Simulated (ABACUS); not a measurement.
# CoO (R3m) in ABACUS: a series of runs

Runs on CoO. Level: PBE. Tasks: single point.

Program: ABACUS 3.10.1. These are calculated values, not measurements. Logs are shortened: lines on timing, memory, paths and dates and some standing lists are left out, and cuts for length are marked.

**1. The crystal as given**

It takes space group R3m (No. 160, trigonal). The conventional cell has a = 3.204 Å, b = 3.204 Å, c = 7.699 Å, α = 90.00°, β = 90.00°, γ = 120.00°. Co (site symmetry 3m) is surrounded by 4 O at 1.91 to 1.96 Å. Around O (site symmetry 3m) lie 4 Co at 1.91 to 1.96 Å.

Measurements of this composition are mostly on another form, of space group No. 225.

**2. Single point, PBE, collinear spin, ferromagnetic start**

Contents of INPUT:

```
INPUT_PARAMETERS
suffix              CoO
calculation         scf
basis_type          lcao
pseudo_dir          ./
orbital_dir         ./
symmetry            1
dft_functional      pbe
ecutwfc             100
pseudo_rcut         10
nspin               2
nbands              17
ks_solver           genelpa
smearing_method     fd
smearing_sigma      0.00367493
scf_thr             1e-07
scf_nmax            100
mixing_type         broyden
mixing_beta         0.4
cal_force           1
cal_stress          1
out_mul             1
out_chg             1
out_pot             2
out_elf             1
```

Contents of STRU:

```
ATOMIC_SPECIES
Co 58.9332 Co.upf
O 15.9990 O.upf

NUMERICAL_ORBITAL
Co_confined-atom_7au_3s2p2d1f.orb
O_confined-atom_6au_2s2p1d.orb

LATTICE_CONSTANT
1.8897261246

LATTICE_VECTORS
1.6022198417 0.9250420569 2.5664708903
-1.6022198417 0.9250420569 2.5664708903
0.0000000000 -1.8500841138 2.5664708903

ATOMIC_POSITIONS
Direct

Co
0.0
1
0.9989783200 0.9989783200 0.9989783200 1 1 1 mag 2

O
0.0
1
0.7510210300 0.7510210300 0.7510210300 1 1 1 mag 0
```

Contents of KPT:

```
K_POINTS
0
Gamma
10 10 10 0 0 0
```

Potentials or basis: PseudoDojo NC SR 0.4.1 PBE standard, DZP LCAO (the cutoffs set its grid).

On the command line:

```bash
$ OMP_NUM_THREADS=1 mpirun -np 4 abacus > log
```

running log:

```text
ABACUS v3.10.1

               Atomic-orbital Based Ab-initio Computation at UStc

 ------------------------------------------------------------------------------------

 READING GENERAL INFORMATION
                           global_out_dir = OUT.CoO/
                           global_in_card = INPUT
                               pseudo_dir = ./
                              orbital_dir = ./
                                    DSIZE = 4
                                    GSIZE = 1

 READING UNITCELL INFORMATION
                                    ntype = 2
                  lattice constant (Bohr) = 1.88973
              lattice constant (Angstrom) = 1

 READING ATOM TYPE 1
                               atom label = Co
                      L=0, number of zeta = 3
                      L=1, number of zeta = 2
                      L=2, number of zeta = 2
                      L=3, number of zeta = 1
             number of atom for this type = 1
               magnetization of element 1 = 2

 READING ATOM TYPE 2
                               atom label = O
                      L=0, number of zeta = 2
                      L=1, number of zeta = 2
                      L=2, number of zeta = 1
             number of atom for this type = 1
               magnetization of element 2 = 0

                        TOTAL ATOM NUMBER = 2
DIRECT COORDINATES
    atom                   x                   y                   z     mag                  vx                  vy                  vz
taud_Co1            0.9989783200        0.9989783200        0.9989783200  2.0000        0.0000000000        0.0000000000        0.0000000000
taud_O1            0.7510210300        0.7510210300        0.7510210300  0.0000        0.0000000000        0.0000000000        0.0000000000

                          Volume (Bohr^3) = 154.017
                             Volume (A^3) = 22.8229

 Lattice vectors: (Cartesian coordinate: in unit of a_0)
             +1.60222           +0.925042            +2.56647
             -1.60222           +0.925042            +2.56647
                   +0            -1.85008            +2.56647
 Reciprocal vectors: (Cartesian coordinate: in unit of 2 pi/a_0)
            +0.312067           +0.180172            +0.12988
            -0.312067           +0.180172            +0.12988
                   +0           -0.360344            +0.12988
 The esolver type has been set to : ksdft_lcao

                PAO radial cut off (Bohr) = 10

 Read in pseudopotential file is Co.upf
                     pseudopotential type = NC
          exchange-correlation functional = PBE
                 nonlocal core correction = 1
                        valence electrons = 17
                                     lmax = 2
                           number of zeta = 4
                     number of projectors = 6
                           L of projector = 0
                           L of projector = 0
                           L of projector = 1
                           L of projector = 1
                           L of projector = 2
                           L of projector = 2
                PAO radial cut off (Bohr) = 10

 Read in pseudopotential file is O.upf
                     pseudopotential type = NC
          exchange-correlation functional = PBE
                 nonlocal core correction = 1
                        valence electrons = 6
                                     lmax = 2
                           number of zeta = 2
                     number of projectors = 5
                           L of projector = 0
                           L of projector = 0
                           L of projector = 1
                           L of projector = 1
                           L of projector = 2
     initial pseudo atomic orbital number = 14
 The readin total magnetization is 2

 SETUP THE ELECTRONS NUMBER
            electron number of element Co = 17
      total electron number of element Co = 17
             electron number of element O = 6
       total electron number of element O = 6
            AUTOSET number of electrons:  = 23
                           occupied bands = 12
                                   NLOCAL = 39
                                   NBANDS = 17
                                   NBANDS = 17
                                   NLOCAL = 39

%%%%%%%%%%%%%%%%%%%%%%%%%%%%%%%%%%%%%%%%%%%%%%%%%%%%%%%%%%%%%%%%%%%%%%%%%%%%%%%%%%%%%%%%%%%%%%%%%%%%%%%%%%
 Warning: the number of valence electrons in pseudopotential > 9 for Co: [Ar] 3d7 4s2
 Pseudopotentials with additional electrons can yield (more) accurate outcomes, but may be less efficient.
 If you're confident that your chosen pseudopotential is appropriate, you can safely ignore this warning.
%%%%%%%%%%%%%%%%%%%%%%%%%%%%%%%%%%%%%%%%%%%%%%%%%%%%%%%%%%%%%%%%%%%%%%%%%%%%%%%%%%%%%%%%%%%%%%%%%%%%%%%%%%

 SETUP THE PLANE WAVE BASIS
 energy cutoff for charge/potential (unit:Ry) = 400
            fft grid for charge/potential = [ 40, 40, 40 ]
                        fft grid division = [ 5, 5, 5 ]
        big fft grid for charge/potential = [ 8, 8, 8 ]
                                     nbxx = 128
                                     nrxx = 16000

 SETUP PLANE WAVES FOR CHARGE/POTENTIAL
                    number of plane waves = 20779
                         number of sticks = 995

 PARALLEL PW FOR CHARGE/POTENTIAL
     PROC   COLUMNS(POT)             PW
[... 45 lines left out ...]
                   SPACE GROUP OPERATIONS = 6
                                       C2 = 0
                                       C3 = 2
                                       C4 = 0
                                       C6 = 0
                                       S1 = 3
                                       S3 = 0
                                       S4 = 0
                                       S6 = 0
                              POINT GROUP = C_3v
                                       C2 = 0
                                       C3 = 2
                                       C4 = 0
                                       C6 = 0
                                       S1 = 3
                                       S3 = 0
                                       S4 = 0
                                       S6 = 0
               POINT GROUP IN SPACE GROUP = C_3v

 SETUP K-POINTS
                                    nspin = 2
                   Input type of k points = Monkhorst-Pack(Gamma)
                                   nkstot = 1000
                       right hand lattice = 1
(for reciprocal lattice: )
                             BRAVAIS TYPE = 7
                     BRAVAIS LATTICE NAME = 07. Rhombohedral (Trigonal) cell
                                    ibrav = 7
                       right hand lattice = 1
(for k-lattice: )
                             BRAVAIS TYPE = 7
                     BRAVAIS LATTICE NAME = 07. Rhombohedral (Trigonal) cell
                                    ibrav = 7
                       right hand lattice = 1
                        ROTATION MATRICES = 12
                               nkstot_ibz = 116
K-POINTS REDUCTION ACCORDING TO SYMMETRY
     IBZ    DIRECT_X    DIRECT_Y    DIRECT_Z  WEIGHT  ibz2bz
       1  0.00000000  0.00000000  0.00000000  0.0010       0
       2  0.10000000  0.00000000  0.00000000  0.0060       1
       3  0.20000000  0.00000000  0.00000000  0.0060       2
       4  0.30000000  0.00000000  0.00000000  0.0060       3
       5  0.40000000  0.00000000  0.00000000  0.0060       4
       6  0.50000000  0.00000000  0.00000000  0.0030       5
[... 22 lines left out ...]
      29  0.50000000  0.40000000  0.00000000  0.0120      45
      30 -0.40000000  0.40000000  0.00000000  0.0060      46
[... 86 further k points ...]

                               nkstot now = 116
[... K-POINTS DIRECT COORDINATES: 116 rows ...]

           k-point number in this process = 116
       minimum distributed K point number = 116
[... stars of the k points ...]
                             nks(nspin=2) = 232
                          nkstot(nspin=2) = 232

[... K-POINTS CARTESIAN COORDINATES: 232 rows ...]

[... K-POINTS DIRECT COORDINATES: 232 rows ...]

 SETUP PLANE WAVES FOR WAVE FUNCTIONS
     energy cutoff for wavefunc (unit:Ry) = 100
              fft grid for wave functions = [ 40, 40, 40 ]
                    number of plane waves = 3497
                         number of sticks = 305

 PARALLEL PW FOR WAVE FUNCTIONS
     PROC   COLUMNS(POT)             PW
        1             76            874
        2             76            874
        3             77            875
        4             76            874
 --------------- sum -------------------
        4            305           3497

 SET NONLOCAL PSEUDOPOTENTIAL PROJECTORS
 SET NONLOCAL PSEUDOPOTENTIAL PROJECTORS
 max number of nonlocal projetors among all species is 6

 -------------------------------------------
 SELF-CONSISTENT
 -------------------------------------------

 SETUP SEARCHING RADIUS FOR PROGRAM TO SEARCH ADJACENT ATOMS
                  longest orb rcut (Bohr) = 7
   longest nonlocal projector rcut (Bohr) = 1.7
                     search radius (Bohr) = 17.4
              searching radius is (Bohr)) = 17.4
         searching radius unit is (Bohr)) = 1.89
                         PeriodicBoundary = 1
                        Radius(unit:lat0) = 9.21
                                   glayer = [ 5, 5, 5 ]
                             glayer_minus = [ 4, 4, 4 ]

Find the coordinate range of the input atom(unit:lat0).
                                  min_tau = [ -12.8, -14.8, -25 ]
                                  max_tau = [ 12.8, 14.8, 38.5 ]
                                BoxNumber = [ 9, 9, 9 ]

 SETUP EXTENDED REAL SPACE GRID FOR GRID INTEGRATION
                          real space grid = [ 40, 40, 40 ]
                 big cell numbers in grid = [ 8, 8, 8 ]
             meshcell numbers in big cell = [ 5, 5, 5 ]
                        extended fft grid = [ 12, 12, 12 ]
                dimension of extened grid = [ 33, 33, 33 ]
                            UnitCellTotal = 125
              Atom number in sub-FFT-grid = 2
    Local orbitals number in sub-FFT-grid = 39
                                ParaV.nnr = 32796
                                 init_chg = atomic

 LCAO ALGORITHM --------------- ION=   1  ELEC=   1--------------------------------
          total magnetism (Bohr mag/cell) = 2.5779
       absolute magnetism (Bohr mag/cell) = 2.57802
                        nelec for spin up = 12.7889
                      nelec for spin down = 10.2111
[... 256 lines left out ...]
 Density error is 2.50016301169e-08
----------------------------------------------------------
     Energy           Rydberg                 eV
----------------------------------------------------------
 E_KohnSham     -339.0768363686      -4613.3770344263
 E_KS(sigma->0) -339.0762273796      -4613.3687487064
 E_Harris       -339.0768354100      -4613.3770213837
 E_band         -26.7550116689       -364.0206087533
 E_one_elec     -185.2852866400      -2520.9356538676
 E_Hartree      104.9589384527       1428.0396189874
 E_xc           -64.4405414443       -876.7585458475
 E_Ewald        -194.3087287590      -2643.7058822589
 E_entropy(-TS) -0.0012179779        -0.0165714397
 E_descf        0.0000000000         0.0000000000
 E_exx          0.0000000000         0.0000000000
 E_Fermi        0.8302523857         11.2961632235
----------------------------------------------------------

 charge density convergence is achieved
 final etot is -4613.3770344 eV
 EFERMI = 11.296163223 eV
The vacuum level is 12.619522343 eV

 STATE ENERGY(eV) AND OCCUPATIONS    NSPIN == 2
SPIN UP :
 1/116 kpoint (Cartesian) = 0.0000 0.0000 0.0000 (652 pws)
       1       -85.1427     0.00100000
       2       -48.5317     0.00100000
       3       -48.4987     0.00100000
       4       -48.4987     0.00100000
       5       -8.76122     0.00100000
       6        4.98893     0.00100000
[... 9 lines left out ...]
      16        25.3998        0.00000
[... 82 lines left out ...]
       4       -48.5016     0.00300000
       5       -8.13867     0.00300000
       6        4.26587     0.00300000
[... 9 lines left out ...]
      16        24.8734        0.00000
      17        25.2297        0.00000

[... levels at 226 further k points ...]

-------------------------------------------------
 Total Magnetism (uB)
-------------------------------------------------
                        Co1         2.5316256277
                         O1         0.3476369179
-------------------------------------------------

 correction force for each atom along direction 1 is -0.0581851
 correction force for each atom along direction 2 is -0.0834624
 correction force for each atom along direction 3 is 1.77429e-06
------------------------------------------------------------------------------------------
 TOTAL-FORCE (eV/Angstrom)
------------------------------------------------------------------------------------------
                       Co1         0.0000000000         0.0000000000         0.2937881735
                        O1         0.0000000000         0.0000000000        -0.2937881735
------------------------------------------------------------------------------------------

----------------------------------------------------------------
 TOTAL-STRESS (KBAR)
----------------------------------------------------------------
        -4.8318765806         0.0000000000         0.0000000000
         0.0000000000        -4.8318765807         0.0000000000
        -0.0000000000        -0.0000000000        53.6112031841
----------------------------------------------------------------
 TOTAL-PRESSURE: 14.649150 KBAR

 --------------------------------------------
 !FINAL_ETOT_IS -4613.3770344262702565 eV
 --------------------------------------------
```

Run time: 21 s. Hardware: 4 MPI ranks of AMD EPYC 7B13 (Zen 3), shared host; peak memory 0.52 GiB.

Results:

```yaml
Free_energy: -4613.3770 eV
Pressure: 1.5 GPa
Largest_force: 0.294 eV/Å
Band_gap_on_the_k_mesh: none (metal or under the smearing width)
Net_moment: 2.88 μB per cell
Absolute_moment: 2.89 μB per cell
Site_moments: Co +2.53; O +0.35 μB
Mulliken_charges: Co +0.34; O -0.34 e
```

Forces on the atoms (eV/Å):
```
Co   0.000  0.000  0.294
O    0.000  0.000 -0.294
```

Stress tensor (GPa, compression positive):
```
-0.48  0.00  0.00
 0.00 -0.48  0.00
 0.00  0.00  5.36
```

Caveat: the atomic orbitals were generated for these runs and aren't a published set; Mulliken charges move with the basis; the basis of atomic orbitals isn't converged, which shifts pressures, moduli and gaps; a cell with one magnetic atom can't hold antiferromagnetic order, which such compounds often take; semilocal functionals often make such compounds metallic where correlation or magnetic order opens a gap, which also shifts bond lengths. With open d or f shells a metallic result of PBE can be an artefact of self-interaction; +U or a hybrid may open a gap.

**3. Single point, PBE, collinear spin, ferromagnetic start (atoms moved at random, drawn with an rms of 0.05 Å)**

INPUT, as its differences from that of step 2:

```diff
@@ -22,4 +22 @@
 out_mul             1
-out_chg             1
-out_pot             2
-out_elf             1
```

STRU, as its differences from that of step 2:

```diff
@@ -22,3 +22,3 @@
 1
-0.9989783200 0.9989783200 0.9989783200 1 1 1 mag 2
+1.0127190000 1.0022420000 0.9822360000 1 1 1 mag 2
 
@@ -27,2 +27,2 @@
 1
-0.7510210300 0.7510210300 0.7510210300 1 1 1 mag 0
+0.7468560000 0.7664350000 0.7403880000 1 1 1 mag 0
```

KPT is that of step 2.

Potentials or basis: PseudoDojo NC SR 0.4.1 PBE standard, DZP LCAO (the cutoffs set its grid).

On the command line:

```bash
$ OMP_NUM_THREADS=1 mpirun -np 4 abacus > log
```

Wall time 44 s (4 MPI ranks of AMD EPYC 7B13 (Zen 3), shared host); peak memory 0.76 GiB.

Results (log left out):

```
Free energy            : -4613.3708 eV
Pressure               : 1.6 GPa
Largest force          : 0.364 eV/Å
Band gap on the k mesh : none (metal or under the smearing width)
Net moment             : 2.87 μB per cell
Absolute moment        : 2.88 μB per cell
Site moments           : Co +2.53; O +0.35 μB
Mulliken charges       : Co +0.34; O -0.34 e
```

Forces on the atoms (eV/Å):
```
Co  -0.226 -0.099  0.268
O    0.226  0.099 -0.268
```

Stress tensor (GPa, compression positive):
```
 0.51  2.13  1.71
 2.13 -1.13  0.68
 1.71  0.68  5.30
```

Caveat: the atomic orbitals were generated for these runs and aren't a published set; Mulliken charges move with the basis; the basis of atomic orbitals isn't converged, which shifts pressures, moduli and gaps; a cell with one magnetic atom can't hold antiferromagnetic order, which such compounds often take; semilocal functionals often make such compounds metallic where correlation or magnetic order opens a gap, which also shifts bond lengths.

[end of part 1 of 2]
